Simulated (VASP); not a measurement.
Here is a VASP 6.6.1 calculation.

INCAR

```
SYSTEM = TiSi2
ALGO     = Normal         ! electronic algorithm
EDIFF    = 1E-7           ! SCF threshold, eV
ENCUT    = 520            ! plane-wave cutoff, eV
GGA      = PE             ! functional
ISIF     = 2              ! what is computed and relaxed
ISMEAR   = -1             ! smearing method
LASPH    = .TRUE.         ! aspherical terms in the spheres
LCHARG   = .FALSE.        ! write CHGCAR
LREAL    = .FALSE.        ! projectors in reciprocal space
LWAVE    = .FALSE.        ! write WAVECAR
NBANDS   = 17             ! bands
NELM     = 80             ! most SCF steps
PREC     = Accurate       ! precision mode
SIGMA    = 0.05           ! smearing width, eV
```

The input KPOINTS:

```
k-points
0
G
  7 7 10
  0 0 0
```

Contents of POSCAR:

```
TiSi2
1.0
    4.3746400000      0.0000000000      0.0000000000
   -2.1873200000      3.7885500000      0.0000000000
    0.0000000000      0.0000000000      2.5610100000
Ti Si
1 2
Direct
   -0.0001870000     -0.0028890000      0.0167320000
    0.3359510000      0.6782800000      0.4893240000
    0.6643630000      0.3316790000      0.4994970000
```

Potentials or basis: VASP PAW PBE potentials, release 64 (Ti_sv, Si).

Command:

```bash
$ cat potpaw_PBE.64/Ti_sv/POTCAR potpaw_PBE.64/Si/POTCAR > POTCAR
$ mpirun -np 1 vasp_std > vasp.out
```

Q: Estimate the pressure.

A: 0.1 GPa.

Q: Estimate the largest force.

A: 0.379 eV/Å.

Q: Predict the band gap on the k mesh.

A: None (metal or under the smearing width).

Forces in eV/Å, atoms in the order of the input:
```
Ti  -0.064  0.088 -0.125
Si   0.076 -0.354  0.113
Si  -0.012  0.265  0.012
```
